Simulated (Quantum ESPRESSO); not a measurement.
Crystal: GaN.

```
Ga N
1.0
     0.00000    2.25350    2.25350
     2.25350    0.00000    2.25350
     2.25350    2.25350    0.00000
Ga N
1 1
Direct
  0.00000 0.00000 0.00000
  0.25000 0.25000 0.25000
```

The cell is a database's computed one.

```yaml
Program: Quantum ESPRESSO 7.5
Task: phonons
Functional: LDA
Potentials_or_basis: GBRV 1.5 LDA
Cutoff: 762 eV
Density_cutoff: 6095 eV
k_mesh: 8 × 8 × 8, shifted
Occupations: fermi-dirac, width 0.05 eV
Spin: no spin polarisation
Form_of_the_LDA_correlation: PZ81
Mixing_beta: 0.5
Most_SCF_iterations: 120
SCF_threshold: 4e-10 Ry
```

The cell and the atoms were relaxed first, to 11.10 Å³/atom (a = 3.155 Å, b = 3.155 Å, c = 3.155 Å, α = 60.00°, β = 60.00°, γ = 60.00°), and the response was taken there.

The first run showed a gap, so the response started from a second, tighter run with fixed occupations.

The run gives a transverse optical frequency of 552 cm⁻¹, an electronic dielectric constant of 5.75 and Born charges of ±2.64 e.

Problem. What are the longitudinal frequency and the static dielectric constant?

Solution. The longitudinal mode lies at 731 cm⁻¹, 179 cm⁻¹ over the transverse one, and the static constant is 10.10. The two agree with the Lyddane-Sachs-Teller relation: (731/552)² = 1.75 and 10.10/5.75 = 1.76.
